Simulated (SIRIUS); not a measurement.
# Ba (Fm-3m) in SIRIUS: convergence with k mesh, part 2 of 2

SIRIUS 7.12.0. The steps go on from the part before.

## Step 8: With k mesh 9 × 9 × 9

Input file sirius.json:

```json
{
  "control": {
    "processing_unit": "cpu",
    "std_evp_solver_name": "lapack",
    "gen_evp_solver_name": "lapack",
    "verbosity": 2,
    "print_forces": true,
    "ortho_rf": true,
    "use_second_variation": true,
    "rmt_max": 3.0,
    "num_bands_to_print": 16,
    "save_wf": true
  },
  "parameters": {
    "electronic_structure_method": "full_potential_lapwlo",
    "xc_functionals": ["XC_GGA_X_PBE", "XC_GGA_C_PBE"],
    "core_relativity": "dirac",
    "valence_relativity": "iora",
    "num_fv_states": 16,
    "smearing": "fermi_dirac",
    "smearing_width": 0.0018374661,
    "pw_cutoff": 20,
    "gk_cutoff": 3.54,
    "lmax_apw": 10,
    "lmax_rho": 8,
    "lmax_pot": 8,
    "num_mag_dims": 0,
    "auto_rmt": 0,
    "ngridk": [9, 9, 9],
    "shiftk": [0, 0, 0],
    "num_dft_iter": 80,
    "energy_tol": 1e-07,
    "density_tol": 1e-05,
    "use_symmetry": true
  },
  "settings": {"tol_ne": 1e-10},
  "iterative_solver": {"type": "exact"},
  "mixer": {"type": "anderson", "beta": 0.5, "max_history": 8},
  "unit_cell": {
    "lattice_vectors": [[0.0, 6.108851508, 6.108851508], [6.108851508, 0.0, 6.108851508], [6.108851508, 6.108851508, 0.0]],
    "atom_types": ["Ba"],
    "atom_files": {"Ba": "Ba.json"},
    "atoms": {"Ba": [[0.0, 0.0, 0.0]]}
  }
}
```

Input file Ba.json:

```json
{
  "name": "barium",
  "symbol": "Ba",
  "number": 56,
  "mass": 137.327,
  "rmin": 1e-06,
  "rmt": 2.54,
  "nrmt": 800,
  "rinf": 20.32,
  "core": "1s2s2p3s3p3d4s4p",
  "valence": [
    {"basis": [{"enu": -0.04, "dme": 0, "n": 0, "auto": 0}, {"enu": -0.04, "dme": 1, "n": 0, "auto": 0}]},
    {"l": 0, "n": 1, "basis": [{"enu": 0.06, "dme": 0, "n": 0, "auto": 0}]},
    {"l": 1, "n": 2, "basis": [{"enu": 0.06, "dme": 0, "n": 0, "auto": 0}]},
    {"l": 2, "n": 3, "basis": [{"enu": 0.06, "dme": 0, "n": 0, "auto": 0}]},
    {"l": 3, "n": 4, "basis": [{"enu": 0.06, "dme": 0, "n": 0, "auto": 0}]}
  ],
  "lo": [
    {"l": 0, "basis": [{"enu": 0.06, "dme": 0, "n": 0, "auto": 0}, {"enu": 0.06, "dme": 1, "n": 0, "auto": 0}]},
    {
      "l": 0,
      "basis": [{"enu": -1.0568, "dme": 0, "n": 5, "auto": 1}, {"enu": -1.0568, "dme": 1, "n": 5, "auto": 1}]
    },
    {
      "l": 0,
      "basis": [{"enu": -1.0568, "dme": 1, "n": 5, "auto": 1}, {"enu": 0.06, "dme": 0, "n": 0, "auto": 0}]
    },
    {"l": 0, "basis": [{"enu": 0.06, "dme": 0, "n": 0, "auto": 0}, {"enu": 2.54, "dme": 0, "n": 0, "auto": 0}]},
    {"l": 1, "basis": [{"enu": 0.06, "dme": 0, "n": 0, "auto": 0}, {"enu": 0.06, "dme": 1, "n": 0, "auto": 0}]},
    {
      "l": 1,
      "basis": [{"enu": -0.5083, "dme": 0, "n": 5, "auto": 1}, {"enu": -0.5083, "dme": 1, "n": 5, "auto": 1}]
    },
    {
      "l": 1,
      "basis": [{"enu": -0.5083, "dme": 1, "n": 5, "auto": 1}, {"enu": 0.06, "dme": 0, "n": 0, "auto": 0}]
    },
    {"l": 1, "basis": [{"enu": 0.06, "dme": 0, "n": 0, "auto": 0}, {"enu": 2.912, "dme": 0, "n": 0, "auto": 0}]},
    {"l": 2, "basis": [{"enu": 0.06, "dme": 0, "n": 0, "auto": 0}, {"enu": 0.06, "dme": 1, "n": 0, "auto": 0}]},
    {
      "l": 2,
      "basis": [{"enu": -3.1151, "dme": 0, "n": 4, "auto": 1}, {"enu": -3.1151, "dme": 1, "n": 4, "auto": 1}]
    },
    {
      "l": 2,
      "basis": [{"enu": -3.1151, "dme": 1, "n": 4, "auto": 1}, {"enu": 0.06, "dme": 0, "n": 0, "auto": 0}]
    },
    {"l": 2, "basis": [{"enu": 0.06, "dme": 0, "n": 0, "auto": 0}, {"enu": 3.284, "dme": 0, "n": 0, "auto": 0}]},
    {"l": 3, "basis": [{"enu": 0.06, "dme": 0, "n": 0, "auto": 0}, {"enu": 0.06, "dme": 1, "n": 0, "auto": 0}]},
    {"l": 3, "basis": [{"enu": 0.06, "dme": 0, "n": 0, "auto": 0}, {"enu": 2.757, "dme": 0, "n": 0, "auto": 0}]}
  ],
  "free_atom": [... radial grid and density of the free atom, the start of the SCF ...]
}
```

Input file sirius_start.json:

```json
{
  "control": {
    "processing_unit": "cpu",
    "std_evp_solver_name": "lapack",
    "gen_evp_solver_name": "lapack",
    "verbosity": 1,
    "print_forces": false,
    "ortho_rf": true,
    "use_second_variation": true,
    "rmt_max": 3.0,
    "num_bands_to_print": 16,
    "save_wf": false
  },
  "parameters": {
    "electronic_structure_method": "full_potential_lapwlo",
    "xc_functionals": ["XC_LDA_X", "XC_LDA_C_PW"],
    "core_relativity": "dirac",
    "valence_relativity": "iora",
    "num_fv_states": 16,
    "smearing": "fermi_dirac",
    "smearing_width": 0.0055123983,
    "pw_cutoff": 20,
    "gk_cutoff": 2.83,
    "lmax_apw": 10,
    "lmax_rho": 8,
    "lmax_pot": 8,
    "num_mag_dims": 0,
    "auto_rmt": 0,
    "ngridk": [4, 4, 4],
    "shiftk": [0, 0, 0],
    "num_dft_iter": 30,
    "energy_tol": 0.01,
    "density_tol": 0.05,
    "use_symmetry": true
  },
  "settings": {"tol_ne": 1e-10},
  "iterative_solver": {"type": "exact"},
  "mixer": {"type": "anderson", "beta": 0.5, "max_history": 8},
  "unit_cell": {
    "lattice_vectors": [[0.0, 6.108851508, 6.108851508], [6.108851508, 0.0, 6.108851508], [6.108851508, 6.108851508, 0.0]],
    "atom_types": ["Ba"],
    "atom_files": {"Ba": "Ba.json"},
    "atoms": {"Ba": [[0.0, 0.0, 0.0]]}
  }
}
```

Potentials or basis: all-electron FP-LAPW, apw+lo standard.

On the command line:

```
OMP_NUM_THREADS=1 sirius.scf --input=sirius_start.json --output=start.json
OMP_NUM_THREADS=1 sirius.scf --input=sirius.json --output=output.json --task=1
```

Log:

```text
[info] SIRIUS version : 7.12.0
[info] number of MPI ranks           : 1
[info] MPI grid                      : 1 1
[info] maximum number of OMP threads : 1
[fft] FFT context for density and potential
[fft] =====================================
[fft]   plane wave cutoff                     : 20
[fft]   grid size                             : 60 60 60   total : 216000
[fft]   grid limits                           : -29 30   -29 30   -29 30
[fft]   number of G-vectors within the cutoff : 61719
[fft]   number of G-shells                    : 1589
[fft] FFT context for coarse grid
[fft] =====================================
[fft]   plane wave cutoff                     : 7.08
[fft]   grid size                             : 24 24 24   total : 13824
[fft]   grid limits                           : -11 12   -11 12   -11 12
[fft]   number of G-vectors within the cutoff : 2733
[fft]   number of G-shells                    : 99
[unit cell] lattice vectors
[unit cell]   a1 :       0.0000000000      6.1088515080      6.1088515080
[unit cell]   a2 :       6.1088515080      0.0000000000      6.1088515080
[unit cell]   a3 :       6.1088515080      6.1088515080      0.0000000000
[unit cell] reciprocal lattice vectors
[unit cell]   b1 :      -0.5142689505      0.5142689505      0.5142689505
[unit cell]   b2 :       0.5142689505     -0.5142689505      0.5142689505
[unit cell]   b3 :       0.5142689505      0.5142689505     -0.5142689505
[unit cell] unit cell volume :       455.94105664 [a.u.^3]
[unit cell] 1/sqrt(omega)    :         0.04683232
[unit cell] MT volume        :        68.64197317 (15.06%)
[unit cell] IT volume        :       387.29908348 (84.94%)
[unit cell] number of atom types : 1
[unit cell] type id : 0 symbol : Ba mt_radius :   2.540000 num_atoms : 1
[unit cell] total number of atoms : 1
[unit cell] number of symmetry classes : 1
[unit cell] atom id  type id  class id             position                      vector_field
[unit cell] ------------------------------------------------------------------------------------------
[unit cell]      0        0        0      0.00000   0.00000   0.00000      0.00000   0.00000   0.00000
[unit cell] atom id         position (Cartesian, a.u.)
[unit cell] ---------------------------------------------
[unit cell]      0       0.000000    0.000000    0.000000
[unit cell] class id : 0 atom id : 0
[unit cell] minimum bond length:     8.639221
[sym] space group number   : 225
[sym] international symbol : Fm-3m
[sym] Hall symbol          : -F 4 2 3
[sym] space group transformation matrix :
[... 287 lines left out ...]
[diagonalize] ...
[diagonalize] ik:   30   -2.966329   -2.966328   -2.966328   -2.966268   -2.966267   -0.911274   -0.371259   -0.368412   -0.364566    0.156434    0.158487    0.184490    0.238052    0.286662    0.310085    0.351788
[diagonalize] ik:   31   -2.966330   -2.966328   -2.966328   -2.966269   -2.966267   -0.911394   -0.370991   -0.367616   -0.363801    0.142535    0.173918    0.175119    0.239746    0.272038    0.314622    0.355614
[diagonalize] ik:   32   -2.966329   -2.966329   -2.966326   -2.966268   -2.966267   -0.911224   -0.372517   -0.366622   -0.365704    0.134178    0.156167    0.201579    0.267198    0.303123    0.326890    0.339942
[diagonalize] ik:   33   -2.966329   -2.966329   -2.966327   -2.966268   -2.966267   -0.911196   -0.371500   -0.368359   -0.365502    0.144462    0.161588    0.193905    0.245730    0.309189    0.310419    0.348256
[diagonalize] ik:   34   -2.966329   -2.966328   -2.966327   -2.966267   -2.966267   -0.911210   -0.370625   -0.368932   -0.365642    0.151174    0.172011    0.177809    0.233430    0.306027    0.321112    0.350619
[generate_core_charge_density] atom class : 0
[generate_core_charge_density]   n,l,k : 1 0 1  energy :       -1367.89979119
[generate_core_charge_density]   n,l,k : 2 0 1  energy :        -215.86398786
[generate_core_charge_density]   n,l,k : 2 1 1  energy :        -203.31284366
[generate_core_charge_density]   n,l,k : 2 1 2  energy :        -189.28269786
[generate_core_charge_density]   n,l,k : 3 0 1  energy :         -45.31322571
[generate_core_charge_density]   n,l,k : 3 1 1  energy :         -40.04741445
[generate_core_charge_density]   n,l,k : 3 1 2  energy :         -37.33517080
[generate_core_charge_density]   n,l,k : 3 2 2  energy :         -28.10125300
[generate_core_charge_density]   n,l,k : 3 2 3  energy :         -27.52307367
[generate_core_charge_density]   n,l,k : 4 0 1  energy :          -8.62939969
[generate_core_charge_density]   n,l,k : 4 1 1  energy :          -6.71528990
[generate_core_charge_density]   n,l,k : 4 1 2  energy :          -6.14999558
[find] Total energy                   :   -8139.36952803 (Ha),  -16278.73905606 (Ry)
[find] iteration : 1, RMS (target) : 1.7218e-01 (1.0000e-05) , energy difference (target) : 1.9867e-04 (1.0000e-07)
[find] Total energy                   :   -8139.36944218 (Ha),  -16278.73888435 (Ry)
[find] iteration : 2, RMS (target) : 4.4357e-03 (1.0000e-05) , energy difference (target) : 8.5855e-05 (1.0000e-07)
[find] Total energy                   :   -8139.36944182 (Ha),  -16278.73888364 (Ry)
[... 15 lines left out ...]
[find] valence_eval_sum               :     -33.35087027
[find] core_eval_sum                  :   -4983.88314298
[find] kinetic energy                 :    8688.10045185
[find] enuc                           :   -9905.97239376
[find] <rho|V^{XC}>                   :    -258.95491151
[find] <rho|E^{XC}>                   :    -198.30774652
[find] <mag|B^{XC}>                   :       0.00000000
[find] <rho|V^{H}>                    :  -13446.37955359
[find] smearing (-TS)                 :      -0.00062180
[find] SCF correction                 :       0.00002469
[find] Total energy                   :   -8139.36944054 (Ha),  -16278.73888108 (Ry)
[find] Free energy (E-TS)             :   -8139.37006234 (Ha),  -16278.74012468 (Ry)
[find] band gap (eV)                  :       0.00000000
[find] Efermi                         :       0.15931080
[find] iteration : 6, RMS (target) : 1.5288e-06 (1.0000e-05) , energy difference (target) : 3.6472e-08 (1.0000e-07)
[find] converged after 7 SCF iterations!
Warning in function "check_num_electrons" at src/density/density.cpp:1179
wrong number of electrons
  obtained value : 56.0002
  target value : 56
  difference : 0.000211756
  total core leakage : 3.30181e-05
    atom class : 0, core leakage : 3.30181e-05
[find] Charges and magnetic moments
[find] --------------------------------------------------------------------------------
[find] atom      charge    core leakage
[find] --------------------------------------------------------------------------------
[find]    0   53.093796    3.301813e-05
[find] total core leakage    : 3.30181325e-05
[find] interstitial charge   : 2.906416
[find] total charge          : 56.000212
[find] Energy
[find] --------------------------------------------------------------------------------
[find] valence_eval_sum               :     -33.35087027
[find] core_eval_sum                  :   -4983.88314298
[find] kinetic energy                 :    8688.10045185
[find] enuc                           :   -9905.97239376
[find] <rho|V^{XC}>                   :    -258.95491151
[find] <rho|E^{XC}>                   :    -198.30774652
[find] <mag|B^{XC}>                   :       0.00000000
[find] <rho|V^{H}>                    :  -13446.37955359
[find] smearing (-TS)                 :      -0.00062180
[find] SCF correction                 :       0.00002469
[find] Total energy                   :   -8139.36944054 (Ha),  -16278.73888108 (Ry)
[find] Free energy (E-TS)             :   -8139.37006234 (Ha),  -16278.74012468 (Ry)
[find] band gap (eV)                  :       0.00000000
[find] Efermi                         :       0.15931080
[ground_state]
[ground_state] ==== total Forces in Ha/bohr =====
[ground_state] atom:    0, force:       0.0000000      0.0000000      0.0000000
[ground_state] ==== contribution from density =====
[ground_state] atom:    0, force:       0.0000000      0.0000000      0.0000000
[ground_state] ==== contribution from Hartree potential =====
[ground_state] atom:    0, force:       0.0000000      0.0000000      0.0000000
[ground_state] ==== contribution from IBS =====
[ground_state] atom:    0, force:       0.0000000      0.0000000      0.0000000
```

Wall time 47 s (1 thread of Arm Neoverse V2, shared host); peak memory 0.48 GiB.

Results:

```
Free energy                                       : -221483.5426 eV
Band gap on the k mesh                            : none (metal or under the smearing width)
All electrons inside the program's atomic spheres : Ba 53.09 (radii Ba 2.54 bohr)
```

## Step 9: Summary

```
   k mesh  energy less the tightest run, at zero smearing (meV/atom)  SCF cycles  CPU time (s)  peak memory (GiB)
1 × 1 × 1                                                   -3028.23           7            25               0.38
2 × 2 × 2                                                    -568.49           6            24               0.38
3 × 3 × 3                                                     163.14           7            27               0.39
4 × 4 × 4                                                     -22.03           7            29                0.4
6 × 6 × 6                                                      21.14           7            34               0.42
7 × 7 × 7                                                      -5.65           7            37               0.44
9 × 9 × 9                                                       0.00           7            47               0.48
```

Not settled before the last step: the energy (to 1 meV/atom). Meshes of other sizes hit other points, so gaps and Fermi surfaces needn't settle smoothly. The tightest run that finished is the yardstick and may itself not be fully converged.
